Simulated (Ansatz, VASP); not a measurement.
## Two plane-wave programs on GaN

INCAR

```
SYSTEM = GaN
ALGO = Normal ; EDIFF = 1E-6
ENCUT = 520 ; GGA = PE
ISIF = 2 ; ISMEAR = 0
IVDW = 13 ; LASPH = .True.
LCHARG = .False. ; LREAL = .False.
LWAVE = .False. ; NBANDS = 16
NELM = 80 ; PREC = Accurate
SIGMA = 0.01
```

File KPOINTS:

```
k-points
0
Gamma
  6 6 6
  0 0 0
```

File POSCAR:

```
GaN
1.0
    0.0000000000      2.2489525415      2.2489525415
    2.2489525415      0.0000000000      2.2489525415
    2.2489525415      2.2489525415      0.0000000000
Ga N
1 1
Direct
    0.0000000000      0.0000000000      0.0000000000
    0.2500000000      0.2500000000      0.2500000000
```

Input for Ansatz:

```yaml
crystal:
  lattice:
    - [0.0, 2.2489525415, 2.2489525415]
    - [2.2489525415, 0.0, 2.2489525415]
    - [2.2489525415, 2.2489525415, 0.0]
  atoms:
    - { symbol: Ga, position: [0.0, 0.0, 0.0] }
    - { symbol: "N", position: [0.25, 0.25, 0.25] }
kpoints:
  mp_grid: { grid: [6, 6, 6] }
hamiltonian:
  xc: pbe
  dispersion: d4
scf:
  occupations: { method: fixed }
  n_extra_bands: 4
output:
  forces: true
  stress: true
  eigenvalues: true
```

Alike in both runs: task single point; functional PBE; dispersion D4; k mesh 6 × 6 × 6; no spin polarisation.

```csv
,VASP,Ansatz
version,VASP 6.6.1,Ansatz 0.2.0
potentials or method,"VASP PAW PBE potentials, release 64 (Ga_d, N)",plane waves
plane-wave cutoff (eV),520,420
occupations,"gaussian, width 0.01 eV",fixed
valence electrons in the cell,18,18
```

Ansatz gave:

- gap on the k mesh at the Fermi level (eV): 1.75
- pressure (GPa): 0.4
- dispersion energy (meV/atom): -403.1

**Question.** What did VASP give for the same quantities?

**Answer.** gap on the k mesh at the Fermi level (eV): 1.76; pressure (GPa): 0.5; dispersion energy (meV/atom): -403.0.

As with any semilocal functional, this PBE gap is likely too small.
